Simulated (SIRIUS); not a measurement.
# AlCo in SIRIUS: the effect of dispersion

AlCo:

```xyz
2
Lattice="2.8194 0.0000 0.0000 0.0000 2.8194 0.0000 0.0000 0.0000 2.8194" Properties=species:S:1:pos:R:3 pbc="T T T"
Co    1.4097    1.4097    1.4097
Al    0.0000    0.0000    0.0000
```

The cell is a database's computed one.

Alike in all runs:

| Item | Value |
| --- | --- |
| Program | SIRIUS 7.12.0 |
| Task | equation of state |
| Functional | PBE |
| Potentials or basis | all-electron FP-LAPW |
| Cutoff | 205 eV |
| Basis | apw+lo standard |
| k mesh | 7 × 7 × 7 |
| Occupations | fermi-dirac, width 0.05 eV |
| Spin | collinear spin, ferromagnetic start |
| Starting moments | [2.0, 0.0] μB |

| dispersion | V0 of scaled cells (Å³/atom) | B0 (GPa) |
| --- | --- | --- |
| none | 11.58 | 174 |
| D3 | ? | ? |
| D3(BJ) | 11.18 | 195 |
| D4 | 11.22 | 194 |

Task: What does the run with dispersion D3 give?

Result: V0 of scaled cells 11.21 Å³/atom; B0 192 GPa.
